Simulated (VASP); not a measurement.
# Al: convergence, energy along a vibration (SMASS = -2)

Al, Fm-3m (no. 225), atoms displaced along the mode, 2 atoms in the cell. PBEsol, energy along a line of displacements; PAW potentials Al (PBE set). VASP 6.6.1.

Wanted: harmonic frequency within 1 %.

Space group without the displacement: Fm-3m (no. 225); Mode: transverse mode at X.

POSCAR of the starting run:
```
Al
1.0
    2.0248050000      2.0248050000      0.0000000000
   -2.0248050000      2.0248050000      0.0000000000
    0.0000000000      0.0000000000      4.0496100000
Al
2
Direct
   -0.0098774944      0.0098774944      0.0000000000
    0.5098774944      0.4901225056      0.5000000000

    0.0100000000   0.0000000000   0.0000000000
   -0.0100000000   0.0000000000   0.0000000000
```

The series start from k mesh: 7 × 7 × 5; Cutoff (eV): 320; Step along the mode (Å): 0.02; Precision and projection: Accurate, reciprocal space. Each series keeps the choices made before it, and each single choice may use up half of a tolerance.

## k mesh

| k mesh | Harmonic frequency (THz) | Time (s) |
|---|---|---|
| 3 × 3 × 2 | 5.623 | 5.7 |
| 4 × 4 × 3 | 6.302 | 7.2 |
| 5 × 5 × 4 | 5.638 | 9.7 |
| 7 × 7 × 5 | 5.342 | 18 |
| 8 × 8 × 6 | 6.111 | 28 |
| 10 × 10 × 8 | 5.47 | 52 |
| 13 × 13 × 10 (reference) | 5.71 | 112 |

## Cutoff (eV)

| Cutoff (eV) | Harmonic frequency (THz) | Time (s) |
|---|---|---|
| 170 | 5.699 | 37 |
| 210 | 5.649 | 64 |
| 240 | 5.681 | 55 |
| 280 | 5.707 | 51 |
| 320 | 5.71 | 112 |
| 360 (reference) | 5.697 | 110 |

## Precision and projection

| Precision and projection | Harmonic frequency (THz) | Time (s) |
|---|---|---|
| Accurate, reciprocal space | 5.698 | 62 |
| Normal, reciprocal space | 5.699 | 40 |
| Normal, Auto | 5.704 | 60 |

## Question

The rows run from the loosest to the tightest (no order: precision and projection). For each series: choose the loosest value from which every tighter one stays within half of the tolerance; where there is no order, keep the first row unless others stay within half of the tolerance and take at least 30 % less time, and then take the fastest.

## Answer

- k mesh: 13 × 13 × 10, the tightest run, since the next looser one is off by more than half of the tolerance (convergence isn't shown beyond it)
- Cutoff (eV): 240
- Precision and projection: Normal, reciprocal space

Also changed on the way, by series that aren't shown: Step along the mode (Å): 0.08.

## All choices together

| Input | Harmonic frequency (THz) | Time (s) |
|---|---|---|
| defaults on a coarse mesh (naive) | 6.268 | 2.1 |
| chosen settings | 5.699 | 40 |
| reference settings throughout | 5.697 | 93 |

The chosen settings stay within the tolerance of the reference run, but the reference itself isn't shown to be converged in: k mesh.

## The input

INCAR:
```
SYSTEM = Al
GGA      = PS             ! functional
PREC     = Normal         ! precision mode
ENCUT    = 240            ! plane-wave cutoff, eV
EDIFF    = 1E-7           ! SCF threshold, eV
ALGO     = Normal         ! electronic algorithm
LREAL    = .FALSE.        ! projectors in reciprocal space
LASPH    = .TRUE.         ! aspherical terms in the spheres
ISMEAR   = 1              ! smearing method
SIGMA    = 0.15           ! smearing width, eV
ISYM     = 0            
LWAVE    = .FALSE.        ! write WAVECAR
LCHARG   = .FALSE.        ! write CHGCAR
IBRION   = 0              ! ionic algorithm
SMASS    = -2           
POTIM    = 1              ! step
NSW      = 9              ! ionic steps
NELMIN   = 4            
IWAVPR   = 11           
KPAR     = 2             
```

KPOINTS:
```
Automatic mesh
0
Gamma
  13 13 10
  0 0 0
```

POSCAR:
```
Al
1.0
    2.0248050000      2.0248050000      0.0000000000
   -2.0248050000      2.0248050000      0.0000000000
    0.0000000000      0.0000000000      4.0496100000
Al
2
Direct
   -0.0395099775      0.0395099775      0.0000000000
    0.5395099775      0.4604900225      0.5000000000

    0.0400000000   0.0000000000   0.0000000000
   -0.0400000000   0.0000000000   0.0000000000
```

Commands:
```
cat potpaw_PBE.64/Al/POTCAR > POTCAR
mpirun -np 2 vasp_std > vasp.out
```

The chosen input took VASP 6.6.1 40 s on 2 cores (Intel Xeon Platinum 8375C @ 2.90GHz (Ice Lake)), a shared host.
